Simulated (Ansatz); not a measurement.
The parent structure is Ti₃SiC₂ (space group P6_3/mmc, No. 194).

```
CELL_PARAMETERS angstrom
      3.07276     0.00000     0.00000
     -1.53638     2.66109     0.00000
      0.00000     0.00000    17.72285
ATOMIC_POSITIONS crystal
  Ti 0.00000 0.00000 0.00000
  Ti 0.00000 0.00000 0.50000
  Ti 0.33333 0.66667 0.13489
  Ti 0.66667 0.33333 0.63489
  Ti 0.66667 0.33333 0.86511
  Ti 0.33333 0.66667 0.36511
  Si 0.00000 0.00000 0.25000
  Si 0.00000 0.00000 0.75000
  C  0.33333 0.66667 0.57233
  C  0.66667 0.33333 0.07233
  C  0.66667 0.33333 0.42767
  C  0.33333 0.66667 0.92767
```

Cartesian axes are those of the cell as printed.

Calculations: plane-wave PAW DFT at the PBE level (Ansatz, a program for electronic structure, 420 eV), no spin-orbit coupling.

Strains are applied to the cell and any free atomic positions relax; under biaxial strain the out-of-plane vector relaxes too; under stress the whole cell relaxes.

One change was made to it. Results:

```csv
quantity,base,after
volume per atom,12.08 Å³,12.31 Å³
band gap,zero,zero
```

**Question.** Which change produced these results?
A. biaxial strain +1.37 %, plane normal [001], relaxed out of plane
B. uniaxial strain ε_xx = +4.21 %
C. biaxial strain −1.01 %, plane normal [001], relaxed out of plane
D. isotropic strain −1.17 %
E. uniaxial stress, 2 GPa compression along x

**Answer.** A, biaxial strain +1.37 %, plane normal [001], relaxed out of plane. For comparison, the volume per atom in the other runs: uniaxial strain ε_xx = +4.21 % gives 12.58 Å³; isotropic strain −1.17 % gives 11.66 Å³; uniaxial stress, 2 GPa compression along x gives 12.03 Å³; biaxial strain −1.01 %, plane normal [001], relaxed out of plane gives 11.90 Å³.

Without a gap, meshes like the base's 14×14×3 leave anisotropic stresses uncertain by several tenths of a GPa, and small strain energies with them. Stability under load was not tested beyond the relaxation. All final runs are without spin polarisation.
